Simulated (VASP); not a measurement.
W:

```xyz
1
Lattice="-1.5823 1.5823 1.5823 1.5823 -1.5823 1.5823 1.5823 1.5823 -1.5823" Properties=species:S:1:pos:R:3 pbc="T T T"
W     0.0000    0.0000    0.0000
```

| Quantity | Value |
| --- | --- |
| Program | VASP 6.6.1 |
| Task | relaxation of cell and atoms |
| Functional | optB88-vdW |
| Potentials or basis | VASP PAW PBE potentials, release 64 (W_sv) |
| Cutoff | 600 eV |
| k mesh | 12 × 12 × 12 |
| Occupations | fermi-dirac, width 0.05 eV |
| Spin | no spin polarisation |

At the start: pressure 6.0 GPa; volume 15.85 Å³/atom.

**Question.** How do energy, volume and symmetry change on relaxing?

**Answer.** Over 4 steps the energy falls by 5.6 meV/atom and the volume is 16.15 Å³/atom (+1.9 %); space group Im-3m (No. 229, to 0.05 Å).

The path:
```tsv
step	energy change (eV)	largest force (eV/Å)	pressure (GPa)	volume (Å³)
1	0.0000	0.0000	5.97	15.85
2	0.0559	0.0000	-17.12	17.24
3	-0.0056	0.0000	-0.16	16.16
4	-0.0056	0.0000	-0.01	16.15
```

Final structure:
```
CELL_PARAMETERS angstrom
-1.59246 1.59246 1.59246
1.59246 -1.59246 1.59246
1.59246 1.59246 -1.59246
ATOMIC_POSITIONS crystal
W 0.00000 0.00000 0.00000
```

Caveat: the PAW data sets were made with another functional, which shifts forces and pressure a little.
